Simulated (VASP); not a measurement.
**VASP 6.6.1 run: SnO**

INCAR

```
IBRION = -1
LASPH = .TRUE.
ISMEAR = -1
NBANDS = 17
EDIFF = 1E-7
PREC = Accurate
LWAVE = .FALSE.
NELM = 120
ENCUT = 520
ISIF = 2
MAGMOM = 0.5 0.5
NSW = 0
ISPIN = 2
ISYM = 0
GGA = PE
LREAL = .FALSE.
NELECT = 19.98
LCHARG = .FALSE.
SIGMA = 0.02
```

KPOINTS

```
KPOINTS created by Atomic Simulation Environment
0
Gamma
4 4 4
0 0 0
```

POSCAR

```
Sn O
 1.0000000000000000
     0.0000000000000000    2.5369732561000000    2.6869083754999998
     2.5369732561000000    0.0000000000000000    2.6869083754999998
     2.5369732561000000    2.5369732561000000    0.0000000000000000
 Sn  O
   1   1
Cartesian
  0.0000000000000000  0.0000000000000000  0.0000000000000000
  2.5369732561000000  2.5369732561000000  2.6869083754999998
```

The recommended PBE PAW datasets give the neutral cell 20 valence electrons.

Command

```
mpirun -np 1 vasp_std
```

OSZICAR

```
N       E                     dE             d eps       ncg     rms          rms(c)
DAV:   1     0.146374902562E+03    0.14637E+03   -0.10009E+04  2557   0.167E+03
DAV:   2     0.118218123222E+01   -0.14519E+03   -0.13861E+03  2746   0.384E+02
DAV:   3    -0.120874729780E+02   -0.13270E+02   -0.13143E+02  2808   0.104E+02
DAV:   4    -0.123677486785E+02   -0.28028E+00   -0.28006E+00  3017   0.159E+01
DAV:   5    -0.123751690187E+02   -0.74203E-02   -0.74200E-02  3228   0.251E+00    0.890E+00
DAV:   6    -0.109302438268E+02    0.14449E+01   -0.12389E+01  3041   0.401E+01    0.519E+00
DAV:   7    -0.106475067064E+02    0.28274E+00   -0.19018E+00  3053   0.770E+00    0.142E+00
DAV:   8    -0.106284069524E+02    0.19100E-01   -0.16239E-01  2598   0.300E+00    0.399E-01
DAV:   9    -0.106272270820E+02    0.11799E-02   -0.96016E-03  3408   0.640E-01    0.144E-01
DAV:  10    -0.106272642474E+02   -0.37165E-04   -0.43010E-04  2909   0.192E-01    0.740E-02
DAV:  11    -0.106273730028E+02   -0.10876E-03   -0.13812E-04  3025   0.163E-01    0.168E-02
DAV:  12    -0.106273737449E+02   -0.74207E-06   -0.17950E-05  3045   0.476E-02    0.576E-03
DAV:  13    -0.106273732191E+02    0.52580E-06   -0.32355E-06  3174   0.238E-02    0.298E-03
DAV:  14    -0.106273731912E+02    0.27867E-07   -0.29748E-07  2636   0.508E-03
   1 F= -.10627373E+02 E0= -.10626824E+02  d E =-.109927E-02  mag=    -0.0000
```

Standard output (part)

```
POSCAR found type information on POSCAR SnO
 POSCAR found :  2 types and       2 ions
 LDA part: xc-table for (Slater+PW92), standard interpolation
 POSCAR, INCAR and KPOINTS ok, starting setup
 WAVECAR not read
 entering main loop
 the old and the new charge density differ
    0.890E+00
```

It converged. Results: pressure -4.2 GPa; magnetic moment of the cell 0.00 μB.

The cell is charged and sits in a uniform background.

For comparison, a separate PBE run of the intended cell, on usual settings and not on those above, gives a gap of 0.70 eV on its mesh and a pressure of -2.4 GPa.

The run above took about 55 s on one core of a shared host (Intel Xeon Platinum 8488C) and held 0.19 GiB at most.
